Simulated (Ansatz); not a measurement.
Runs of Ansatz 0.2.0 on Al2Cu (Khatyrkite). Symmetry: I4/mcm, No. 140, tetragonal system. The conventional cell has a = 6.067 Å, b = 6.067 Å, c = 4.877 Å, α = 90.00°, β = 90.00°, γ = 90.00°. Cu (site symmetry 422) is surrounded by 2 Cu at 2.44 Å and 8 Al at 2.59 Å. Al (site symmetry m2m) is surrounded by 4 Cu at 2.59 Å and 3 Al at 2.71 to 2.90 Å. 

```tsv
level	cutoff (eV)	gap on the mesh (eV)	pressure (GPa)	largest force (eV/Å)
BLYP	420	none	3.9	(b)
PBEsol	420	none	-3.5	0.07
LDA	420	none	(a)	0.10
r2SCAN	500	none	-3.9	0.09
revPBE	420	none	1.5	0.02
RPBE	420	none	2.1	0.02
```

Alike in all rows: task band structure; potentials or basis Ansatz PAW; no spin polarisation; cell as given; k mesh 7 × 7 × 7; smearing fermi-dirac 0.05 eV.

Q: Estimate the missing entries.

A: (a) -6.4; (b) 0.08.

Caveats: the PAW data sets come from PBE, with cores solved anew for the run's functional, which leaves a small shift of forces and pressure.

A gap of «none» marks a metal or a gap under the smearing width.

Runs at the PBE level aren't shown here.
